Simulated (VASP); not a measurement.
## HgTe (strained zincblende): one r²SCAN single-point calculation in two programs

```
Hg Te
1.0
     0.00000    3.28916    3.27271
     3.28916    0.00000    3.27271
     3.28916    3.28916    0.00000
Hg Te
1 1
Direct
  0.00000 0.00000 0.00000
  0.25000 0.25000 0.25000
```

Datasets and cutoffs are each program's own. VASP's cell holds 18 valence electrons and Ansatz's 36. Ansatz's stress includes a Pulay correction; VASP's doesn't.

Cutoffs: 520 eV in VASP, 500 eV in Ansatz. k meshes: 6×6×6 and 6×6×6.

```json
{"": "gap between bands v and c", "VASP": "0.00 eV", "Ansatz": "0.00 eV"}
{"": "least direct gap", "VASP": "0.00 eV", "Ansatz": "0.00 eV"}
{"": "pressure", "VASP": "0.2 GPa", "Ansatz": "0.2 GPa"}
```

Band v is the last that the valence electrons fill when counted band by band, and c is the next. Levels in eV from the top of v, Ansatz:

| point | v−1 | v | c | c+1 |
| --- | --- | --- | --- | --- |
| Γ | -0.01 | -0.01 | 0.00 | 4.66 |
| X | -2.17 | -2.17 | 2.07 | 2.84 |
| K | -2.76 | -1.78 | 2.48 | 4.31 |
| L | -0.94 | -0.92 | 0.95 | 5.43 |
| W | -2.50 | -2.44 | 3.24 | 4.90 |

VASP:

```json
{"point": "Γ", "v−1": "-0.01", "v": "-0.01", "c": "0.00", "c+1": "4.64"}
{"point": "X", "v−1": "-2.17", "v": "-2.17", "c": "2.06", "c+1": "2.83"}
{"point": "K", "v−1": "-2.77", "v": "-1.79", "c": "2.47", "c+1": "4.31"}
{"point": "L", "v−1": "-0.95", "v": "-0.93", "c": "0.93", "c+1": "5.40"}
{"point": "W", "v−1": "-2.51", "v": "-2.45", "c": "3.24", "c+1": "4.89"}
```
